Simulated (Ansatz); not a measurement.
# Br (Immm) in Ansatz: reference runs

How does Br come out in PBE? The cell is run as given and disturbed.

All numbers are computed with Ansatz 0.2.0; they aren't measurements. Logs are shortened: lines on timing, memory, paths and dates and some standing lists are left out, and cuts for length are marked.

### 1 Starting point

The structure is orthorhombic, space group Immm (No. 71). The conventional cell has a = 2.574 Å, b = 3.440 Å, c = 7.156 Å, α = 90.00°, β = 90.00°, γ = 90.00°. Br (site symmetry mmm) has 2 Br at 2.57 Å as nearest neighbours.

### 2 Single point, PBE

File input.yaml:

```yaml
crystal:
  lattice:
    - [-1.286768405, 1.7199972, 3.57799116]
    - [1.286768405, -1.7199972, 3.57799116]
    - [1.286768405, 1.7199972, -3.57799116]
  atoms:
    - { symbol: Br, position: [0.0, 0.0, 0.0] }
hamiltonian:
  xc: pbe
  pseudopotentials: { kind: paw }
kpoints:
  mp_grid: { grid: [13, 13, 13] }
scf:
  occupations: { method: fermi_dirac, width: 0.05 }
output:
  forces: true
  stress: true
  eigenvalues: true
  write_density: true
  write_potential: true
  elf: true
  volumetric_format: npy
```

Potentials or basis: Ansatz PAW.

The run is started by

```
$ ansatz run input.yaml --threads 2 --pin off --max-ram 5120MiB --backend cpu --events-out ev --progress --plain --runs-dir out
```

Log:

```text
Warning: RAYON_NUM_THREADS=2 ignored (pool sized by the plan → 2); use --threads N
Engine: ansatz 0.2.0, aarch64-unknown-linux-gnu
Pseudopotentials: kind: paw
Pseudopotential: Br, paw, valence charge 7, recommended cutoff 420 eV (normal), Br.paw.azcp
Functional definition: PBE
  parameter kappa = 0.804
  parameter beta = 0.06672455060314922
  exchange = pbe_x(kappa = kappa, mu = beta*pi^2/3)
  correlation = pbe_c(beta = beta)
Crystal: 1 atoms, lattice volume = 31.676 Å³
Basis set: ecut = 420 eV, 611 PW (Γ), exchange–correlation on 60×60×60 points (8 copies of the dense FFT grid, shifted against one another)
Bands: 8, of which v1, the nominal top of the filled ones, is band 4 counted from 1 (3 counted from 0)
Symmetry: 8 space group operations
Space group: Immm (ITA 71), of the structure as read, at distance tolerance 3.2e-5 Å
k-points: 343 of 2197
Non-local potential: Br, projectors of the file, l = 0: 2, l = 1: 2, l = 2: 2
PAW form: soft (Blöchl's): semilocal exchange-correlation on the pseudo side does not see the compensation charge
PAW one-centre angular grid: Br, 110 points (default); XC on 64 Gauss nodes
Initial density: superposition of atomic densities (neutral atoms: chi_scale 0, normalization atom), corrected by the library's trained network
Initial wavefunctions: pseudopotential atomic-orbital guess
Functional: x = pbe(κ = 0.804, μ = 0.2195149727645171), c = pbe(β = 0.06672455060314922)
SCF iter   1: F=—  HF=-2783.090126 eV  |F-HF|=—  |Δ(HF+E_count)|=         —  Δρ=2.71e-3  dr2=1.60e-3  ethr=1.77e-3  ⟨swp⟩=7.9  Hψ=25278  notcnv=0
preconditioner: auto → none  [metal: Δε(μ)=0.034 eV  Ē_g=15.961 eV  σ=0.050 eV  W_gap=0.17  n_scr=6 (ndim 8)  ℏωp=17.5 eV  f_vac=0.000  D(μ)=0.53/eV (n_scr^D=0)  sad-step TF]
SCF iter   2: F=—  HF=-2783.090156 eV  |F-HF|=—  |Δ(HF+E_count)|=   3.01e-5  Δρ=1.47e-3  dr2=5.39e-4  ethr=2.28e-5  ⟨swp⟩=2.1  Hψ=6406  notcnv=0  defer=1
SCF iter   3: F=—  HF=-2783.090044 eV  |F-HF|=—  |Δ(HF+E_count)|=   1.12e-4  Δρ=2.61e-4  dr2=1.95e-5  ethr=7.70e-6  ⟨swp⟩=2.6  Hψ=3853  notcnv=0  defer=1
SCF iter   4: F=—  HF=-2783.090039 eV  |F-HF|=—  |Δ(HF+E_count)|=   5.12e-6  Δρ=8.66e-5  dr2=1.52e-6  ethr=2.79e-7  ⟨swp⟩=2.1  Hψ=3765  notcnv=0  defer=1
SCF iter   5: F=—  HF=-2783.090039 eV  |F-HF|=—  |Δ(HF+E_count)|=   5.61e-7  Δρ=2.46e-5  dr2=1.47e-7  ethr=2.17e-8  ⟨swp⟩=2.2  Hψ=3697  notcnv=0  defer=2
SCF iter   6: F=-2783.090039 eV  HF=-2783.090039 eV  |F-HF|=1.09e-8  |Δ(HF+E_count)|=   4.50e-8  Δρ=8.66e-6  dr2=1.91e-8  ethr=1.43e-9  ⟨swp⟩=10.5  Hψ=18736  notcnv=0
SCF 1 converged in 6 iterations: F = -2783.090039 eV  dr2 = 1.91e-8
SCF converged after 6 iterations
Free energy (F): -2783.090039 eV
Harris-Foulkes:  -2783.090039 eV  (|F-HF|=1.09e-8)
Internal energy: -2783.085181 eV  (E = F + TS)
E sigma→0 (E₀):  -2783.087610 eV
Entropy (-TS):   -0.004858 eV (-4.858 meV/atom)
Fermi energy:    2.204047 eV
--- Per-component energies (eV) ---
  E_band       = -23.878279
  E_kinetic    = 131.503919
  E_local      = -222.831039  (includes V_loc(G=0)·N_el)
  E_nonlocal   = 70.288797
  E_hartree    = 55.320853
  E_xc         = -262.784302
  E_vxc        = -101.469482  (∫ρ·V_xc dr)
  E_paw        = -2247.041538  (= ΣΔE_a)
  E_vpaw       = -12.011715  (= ΣTr[D̂ρ^β])
  E_aug_tail   = -0.000000  (compensation charges beyond the density's cutoff)
  E_ewald      = -307.541871
  E_smearing   = -0.004858  (= −TS)
  E_closure    = 0.000000  (closes the sum)
  Σ components = -2783.090039   (vs F -2783.090039, Δ=0.00e0)
--- Forces (eV/Å), atoms counted from 1 ---
  atom   1  Br     0.00000000     0.00000000     0.00000000
  max |Σ_I F_I| component: 1.93e-33 eV/Å
--- Stress (GPa, compression-positive) ---
        0.959399       0.000000       0.000000
        0.000000       1.180329      -0.000000
        0.000000      -0.000000       1.157132
  P = ⅓ Tr σ = 1.0990 GPa (10.990 kbar)
--- Band table (eV; the first three rows and the last of 343) ---
  k-point 0: bands = ["-13.5438", "0.3579", "1.0991", "6.2097", "7.6718", "11.5771", "14.3755", "15.2919"]
  k-point 1: bands = ["-13.4122", "0.4501", "0.9603", "5.2763", "8.0118", "11.9607", "13.7711", "16.4541"]
  k-point 2: bands = ["-13.0264", "0.6743", "0.7114", "3.3107", "8.8832", "13.0090", "13.0748", "17.2538"]
  k-point 342: bands = ["-13.2354", "-1.4074", "0.9505", "5.1383", "9.7022", "13.7855", "15.7773", "18.4240"]
```

rho_z.tsv:

```text
# z_ang	rho[e/angstrom^3]
# format = ansatz-planar-average/11
# lattice	-1.286768405	1.719997200	3.577991160
# lattice	1.286768405	-1.719997200	3.577991160
# lattice	1.286768405	1.719997200	-3.577991160
# sites	1
# site	35	0.000000000	0.000000000	0.000000000
0.000000	2.701443e-1
0.139109	2.697952e-1
0.278218	2.686999e-1
0.417327	2.666817e-1
0.556436	2.633793e-1
0.695545	2.582552e-1
[... 22 lines left out ...]
3.895052	2.686999e-1
4.034161	2.697952e-1
```

v_z.tsv:

```text
# z_ang	v_es[eV]	v_tot[eV]
# format = ansatz-planar-average/11
# xc	pbe
# density_cutoff_ev	1680
# datasets	Br=:simpson_from_first_knot:soft
# lattice	-1.286768405	1.719997200	3.577991160
# lattice	1.286768405	-1.719997200	3.577991160
# lattice	1.286768405	1.719997200	-3.577991160
# sites	1
# site	35	0.000000000	0.000000000	0.000000000
0.000000	-2.711500e0	-1.249991e1
0.139109	-2.635198e0	-1.238130e1
0.278218	-2.406572e0	-1.203096e1
0.417327	-2.026653e0	-1.146370e1
0.556436	-1.497813e0	-1.070054e1
0.695545	-8.257072e-1	-9.767711e0
[... 22 lines left out ...]
3.895052	-2.406572e0	-1.203096e1
4.034161	-2.635198e0	-1.238130e1
```

It took 3.2 s on 2 threads of Arm Neoverse V2, shared host; peak memory 0.37 GiB.

What came out:

| Property | Result |
| --- | --- |
| Free energy | -2783.0900 eV |
| Pressure | 1.1 GPa |
| Band gap on the k mesh | none (metal or under the smearing width) |

Stress tensor (GPa, compression positive):
```
0.96 0.00 0.00
0.00 1.18 0.00
0.00 0.00 1.16
```

Caveat: an odd number of electrons without spin polarisation forces a metal; a magnetic or distorted state may lie lower.

### 3 Single point, PBE (cell strained at random at fixed volume)

File input.yaml:

```yaml
crystal:
  lattice:
    - [-1.290895, 1.689694, 3.570661]
    - [1.27938, -1.74206, 3.591692]
    - [1.295568, 1.745556, -3.595834]
  atoms:
    - { symbol: Br, position: [-0.002558, -0.017215, -0.013557] }
hamiltonian:
  xc: pbe
  pseudopotentials: { kind: paw }
kpoints:
  mp_grid: { grid: [13, 13, 13] }
scf:
  occupations: { method: fermi_dirac, width: 0.05 }
output:
  forces: true
  stress: true
  eigenvalues: true
```

Potentials or basis: Ansatz PAW.

The run is started by

```
$ ansatz run input.yaml --threads 2 --pin off --max-ram 5120MiB --backend cpu --events-out ev --progress --plain --runs-dir out
```

Log:

```text
Warning: RAYON_NUM_THREADS=2 ignored (pool sized by the plan → 2); use --threads N
[... 8 set-up lines as earlier in the session ...]
Crystal: 1 atoms, lattice volume = 31.676 Å³
Basis set: ecut = 420 eV, 613 PW (Γ), exchange–correlation on 60×60×60 points (8 copies of the dense FFT grid, shifted against one another)
Bands: 8, of which v1, the nominal top of the filled ones, is band 4 counted from 1 (3 counted from 0)
Symmetry: 2 space group operations
Space group: P-1 (ITA 2), of the structure as read, at distance tolerance 3.2e-5 Å
k-points: 1099 of 2197
[... 4 set-up lines as earlier in the session ...]
[... 16 lines left out ...]
Entropy (-TS):   -0.004791 eV (-4.791 meV/atom)
Fermi energy:    2.206368 eV
--- Per-component energies (eV) ---
  E_band       = -23.873303
  E_kinetic    = 131.495883
  E_local      = -222.800783  (includes V_loc(G=0)·N_el)
  E_nonlocal   = 70.286245
  E_hartree    = 55.311228
  E_xc         = -262.780719
  E_vxc        = -101.464965  (∫ρ·V_xc dr)
  E_paw        = -2247.041232  (= ΣΔE_a)
  E_vpaw       = -12.011651  (= ΣTr[D̂ρ^β])
  E_aug_tail   = -0.000000  (compensation charges beyond the density's cutoff)
  E_ewald      = -307.555770
  E_smearing   = -0.004791  (= −TS)
  E_closure    = 0.000000  (closes the sum)
  Σ components = -2783.089939   (vs F -2783.089939, Δ=0.00e0)
--- Forces (eV/Å), atoms counted from 1 ---
  atom   1  Br     0.00000000     0.00000000     0.00000000
  max |Σ_I F_I| component: 0.00e0 eV/Å
--- Stress (GPa, compression-positive) ---
        0.846537      -0.016919       0.006378
       -0.016918       1.210545       0.037824
        0.006378       0.037824       1.154104
  P = ⅓ Tr σ = 1.0704 GPa (10.704 kbar)
--- Band table (eV; the first three rows and the last of 1099) ---
  k-point 0: bands = ["-13.5411", "0.3578", "1.1113", "6.1935", "7.6758", "11.5689", "14.4120", "15.2759"]
  k-point 1: bands = ["-13.4096", "0.4500", "0.9720", "5.2631", "8.0144", "11.9524", "13.8032", "16.4350"]
  k-point 2: bands = ["-13.0244", "0.6822", "0.7137", "3.3030", "8.8819", "12.9921", "13.1105", "17.2487"]
  k-point 1098: bands = ["-12.6962", "-1.2026", "0.3960", "3.4346", "9.4701", "13.5926", "16.3099", "18.1510"]
```

Wall time 7.1 s (2 threads of Arm Neoverse V2, shared host); peak memory 0.56 GiB.

Results:

- Free energy: -2783.0899 eV
- Pressure: 1.1 GPa
- Band gap on the k mesh: none (metal or under the smearing width)

Levels at points of the mesh, in eV from the Fermi level:
```csv
k point,band 2,band 3,band 4,band 5,band 6,band 7
"(0.00, 0.00, 0.00)",-1.85,-1.10,3.99,5.47,9.36,12.21
```

Caveat: an odd number of electrons without spin polarisation forces a metal; a magnetic or distorted state may lie lower.
